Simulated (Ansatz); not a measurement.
**What a change of settings does to a run on W**

The geometry is COD entry 1534935, unchecked; take it as a test cell.

First run: DFT, PBE, all-electron LAPW, scalar-relativistic (Ansatz 0.2.0).

Command: `ansatz run input.yaml --threads 1 --pin off --max-ram 2048MiB --backend cpu --events-out ev --progress --plain --runs-dir out` The run took 25 s on 1 thread of Arm Neoverse V2 (shared host), peak memory 0.37 GiB.

```yaml
crystal:
  lattice:
    - [0.0, 2.03, 2.03]
    - [2.03, 0.0, 2.03]
    - [2.03, 2.03, 0.0]
  atoms:
    - { symbol: W, position: [0.0, 0.0, 0.0] }
kpoints:
  mp_grid: { grid: [14, 14, 14] }
  band_path:
    path:
      - [0.0, 0.0, 0.0]
      - [0.5, 0.0, 0.5]
      - [0.625, 0.25, 0.625]
      - [0.375, 0.375, 0.75]
      - [0.0, 0.0, 0.0]
      - [0.5, 0.5, 0.5]
      - [0.5, 0.25, 0.75]
      - [0.5, 0.0, 0.5]
    npoints: 14
scf:
  occupations: { method: fermi_dirac, width: 0.05 }
hamiltonian:
  xc: pbe
  pseudopotentials: { kind: all_electron, lapw: { basis_error: 0.00025 } }
output:
  forces: true
  stress: true
  eigenvalues: true
  fatbands: true
  populations: true
  dos: { projected: true, de: 0.2, e_range: [-14, 8] }
```

Result: converged; pressure -4.57 GPa; no gap on the k mesh; 8 SCF iterations.

Spin–orbit coupling is left out, though it moves levels of the heavy atoms by tenths of an eV or more.

The input is then changed:

```diff
@@ -20,5 +20,6 @@
     npoints: 14
 scf:
-  occupations: { method: fermi_dirac, width: 0.05 }
+  occupations: { method: tetrahedron_uncorrected }
+  convergence: { dr2_threshold: 0.0001 }
 hamiltonian:
   xc: pbe
@@ -28,6 +29,4 @@
   stress: true
   eigenvalues: true
-  fatbands: true
   populations: true
-  dos: { projected: true, de: 0.2, e_range: [-14, 8] }
```

Problem. Predict the outcome of the changed run.

Solution. It converged; energy at zero smearing +33.0 meV/atom from the first run; pressure -4.08 GPa; no gap on the k mesh; 6 SCF iterations. Some of these settings are too coarse for converged properties.
